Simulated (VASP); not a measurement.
The system is GaSe.

```
CELL_PARAMETERS angstrom
3.74200 0.00000 0.00000
-1.87100 3.24067 0.00000
0.00000 0.00000 15.91900
ATOMIC_POSITIONS crystal
Ga 0.33333 0.66667 0.17700
Ga 0.66667 0.33333 0.67700
Ga 0.33333 0.66667 0.32300
Ga 0.66667 0.33333 0.82300
Se 0.33333 0.66667 0.60000
Se 0.66667 0.33333 0.10000
Se 0.33333 0.66667 0.90000
Se 0.66667 0.33333 0.40000
```

| Property | Result |
| --- | --- |
| Program | VASP 6.6.1 |
| Task | relaxation of cell and atoms |
| Functional | PBE |
| Dispersion | D3(BJ) |
| Potentials or basis | VASP PAW PBE potentials, release 64 (Ga_d, Se) |
| Cutoff | 600 eV |
| k mesh | 12 × 12 × 2 |
| Occupations | gaussian, width 0.03 eV |
| Spin | no spin polarisation |

At the start: pressure 1.0 GPa; volume 24.13 Å³/atom.

**Question.** Where does the relaxation end?

**Answer.** Over 17 steps the energy falls by 16.5 meV/atom and the volume is 24.59 Å³/atom (+1.9 %); space group P6_3/mmc (No. 194, to 0.05 Å).

The path:
```tsv
step	energy change (eV)	largest force (eV/Å)	pressure (GPa)	volume (Å³)
1	0.0000	1.2153	1.03	193.04
2	-0.1051	0.3865	0.37	197.38
3	-0.1232	0.0169	0.45	196.11
4	-0.1231	0.0246	0.51	196.05
5	-0.1284	0.0639	-0.18	198.18
6	-0.1284	0.0648	-0.15	198.15
7	-0.1302	0.0166	-0.05	198.01
8	-0.1304	0.0296	-0.02	197.94
9	-0.1305	0.0251	0.00	197.84
10	-0.1307	0.0337	-0.01	197.68
11	-0.1308	0.0293	-0.02	197.62
12	-0.1311	0.0158	0.00	197.43
13	-0.1315	0.0123	0.01	197.05
14	-0.1315	0.0202	-0.02	196.93
15	-0.1315	0.0368	0.01	196.69
16	-0.1315	0.0242	-0.01	196.87
17	-0.1316	0.0073	-0.01	196.69
```

Final structure:
```
Ga Se
1.0
     3.77098    0.00000    0.00000
    -1.88549    3.26576    0.00000
     0.00000    0.00000   15.97129
Ga Se
4 4
Direct
  0.33333 0.66667 0.17344
  0.66667 0.33333 0.67344
  0.33333 0.66667 0.32656
  0.66667 0.33333 0.82656
  0.33333 0.66667 0.59951
  0.66667 0.33333 0.09951
  0.33333 0.66667 0.90049
  0.66667 0.33333 0.40049
```
